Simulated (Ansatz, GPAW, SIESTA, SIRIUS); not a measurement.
**One calculation of CdF2, 5 ways**

```
Cd F
1.0
     0.00000    2.69400    2.69400
     2.69400    0.00000    2.69400
     2.69400    2.69400    0.00000
Cd F
1 2
Direct
  0.00000 0.00000 0.00000
  0.75000 0.75000 0.75000
  0.25000 0.25000 0.25000
```

Alike in all runs: task equation of state; functional PBE; k mesh 9 × 9 × 9; occupations fermi-dirac, width 0.05 eV; no spin polarisation; no spin-orbit coupling.

| program and potentials | plane-wave cutoff (eV) | notes | equilibrium volume (Å³/atom) | bulk modulus (GPa) |
| --- | --- | --- | --- | --- |
| SIESTA, files PseudoDojo sr-pbe-0.4.1-standard, DZP (energy shift 0.003 Ry; two zetas on semicore shells) | - | atomic basis; noisy fit | 13.74 | 92.7 |
| GPAW, GPAW PAW data sets (gpaw-data 1.2.1) | 800 | - | 13.70 | 90.1 |
| Ansatz, Ansatz PAW (earlier soft set) | 420 | - | 13.73 | 93.7 |
| Ansatz, all-electron LAPW, scalar-relativistic | - | - | 13.72 | 93.8 |
| SIRIUS, all-electron FP-LAPW, apw+lo standard | - | - | ? | ? |

Question: Estimate from the other rows what the run with SIRIUS, all-electron FP-LAPW, apw+lo standard gave.

Answer: Equilibrium volume 13.70 Å³/atom; bulk modulus 92.4 GPa. The other rows, which needn't bracket it: equilibrium volume 13.70 to 13.74; bulk modulus 90.1 to 93.8.
